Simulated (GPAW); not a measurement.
Runs of GPAW 26.7.0 on FeO (Wuestite). Symmetry: R-3m, No. 166, trigonal system. The conventional cell has a = 3.038 Å, b = 3.038 Å, c = 7.559 Å, α = 90.00°, β = 90.00°, γ = 120.00°. Fe (site symmetry -3m) has 6 O at 2.16 Å as nearest neighbours. O (site symmetry -3m) has 6 Fe at 2.16 Å as nearest neighbours. 

```tsv
task	level	potentials or basis	spin	k mesh	cutoff (eV)	smearing	band path	band points	spin axis theta (degrees)	spin axis phi (degrees)	response ecut	gap on the mesh (eV)	pressure (GPa)	moment (μB)
single point	LDA	the program's PAW data sets (release 1.2.1) made for this functional, pw	collinear, ferromagnetic start	9 × 9 × 9	600	fermi-dirac 0.01 eV	-	-	-	-	-	none	-20.7	4.00
single point	PBE	GPAW PAW data sets (gpaw-data 1.2.1), pw	collinear, ferromagnetic start	11 × 11 × 11	800	gaussian 0.05 eV	-	-	-	-	-	none	-0.3	4.00
band structure	PBE	GPAW PAW data sets (gpaw-data 1.2.1), pw	collinear, ferromagnetic start, SOC	9 × 9 × 9	800	fermi-dirac 0.05 eV	GLB1,BZGX,QFP1Z,LP	80	0	0	-	-	(a)	4.00
magnons	LDA	the program's PAW data sets (release 1.2.1) made for this functional, pw	collinear, ferromagnetic start	9 × 9 × 9	600	fermi-dirac 0.05 eV	-	-	-	-	150 eV	none	-	4.00
```

Alike in all rows: cell as given.

Question: Fill in the values left out.

Answer: (a) -0.2.

Caveats: a cell with one magnetic atom can't hold antiferromagnetic order, which such compounds often take; semilocal functionals often make such compounds metallic where correlation or magnetic order opens a gap, which also shifts bond lengths; the cutoff is short for stress and forces, so pressures can be off by a GPa or more (some runs); so large a pressure means that the cell lies far from this level's equilibrium, or that cutoff or potentials fall short (some runs); spin-orbit coupling was added after a scalar SCF, so levels and gaps hold it while energy, forces, pressure and moments don't (some runs); the number of bands moves the energies at small q by some ten meV (some runs); the exchange constants hang on this mesh and on the site radius (some runs).

A k mesh can miss the band edges.

A gap of «none» marks a metal or a gap under the smearing width.

Not every run made on this cell is shown here.
